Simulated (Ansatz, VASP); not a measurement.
## One calculation of Pt, two programs

File INCAR:

```
PREC = Accurate
ENCUT = 600
EDIFF = 1E-6
ISMEAR = -1
SIGMA = 0.05
LREAL = False
LASPH = True
NELM = 150
ALGO = Normal
ISIF = 3
LWAVE = False
LCHARG = False
ISPIN = 2
MAGMOM = 1
LORBIT = 11
LMAXMIX = 4
GGA = RP
IBRION = 2
NSW = 80
EDIFFG = -0.01
```

File KPOINTS:

```
regular mesh
0
Gamma
  14 14 14
```

File POSCAR:

```
Pt
1.0
    0.0000000000      1.9615500000      1.9615500000
    1.9615500000      0.0000000000      1.9615500000
    1.9615500000      1.9615500000      0.0000000000
Pt
1
Direct
    0.0000000000      0.0000000000      0.0000000000
```

Input for Ansatz:

```yaml
crystal:
  lattice:
    - [0.0, 1.96155, 1.96155]
    - [1.96155, 0.0, 1.96155]
    - [1.96155, 1.96155, 0.0]
  atoms:
    - { symbol: Pt, position: [0.0, 0.0, 0.0], spin: 1.0 }
hamiltonian:
  xc: rpbe
  pseudopotentials:
    kind: paw
    azcp:
      Pt: "pseudopotentials/Pt.paw.azcp"
basis:
  ecutwfc: 420
  fft_grid_basis: typed
kpoints:
  mp_grid: { grid: [14, 14, 14], shift: [0, 0, 0] }
magnetization:
  spin_polarized: true
scf:
  occupations: { method: fermi_dirac, width: 0.05 }
relax:
  max_steps: 60
  f_tol: 0.01
  cell: {}
```

Alike in both runs: task relaxation of cell and atoms; functional RPBE; k mesh 14 × 14 × 14; occupations fermi-dirac, width 0.05 eV; collinear spin.

|  | VASP | Ansatz |
| --- | --- | --- |
| version | VASP 6.6.1 | Ansatz 0.2.0 |
| potentials or method | VASP PAW PBE potentials, release 64 (Pt) | plane waves (420 eV) with PAW, scalar-relativistic |
| plane-wave cutoff (eV) | 600 | 420 |
| valence electrons in the cell | 10 | 18 |

Ansatz gave:

```
net moment per atom (μB)                                     : 0.00
relaxed volume (Å³/atom)                                     : 15.91
relaxed cell length with the largest relative difference (Å) : 2.823
energy change over the relaxation (meV/atom)                 : -33
```

Question: Which values does VASP return?

Answer: net moment per atom (μB): 0.00; relaxed volume (Å³/atom): 15.88; relaxed cell length with the largest relative difference (Å): 2.821; energy change over the relaxation (meV/atom): -31.

The two sets of potentials don't hold the same shells in valence. Ansatz warned: «seeded_moment_not_kept».

Caveats: the PAW data sets were made with another functional, which shifts forces and pressure a little (VASP). The runs have no spin-orbit coupling, so splittings on Pt are missing. Zero-point motion and thermal expansion aren't in these numbers.
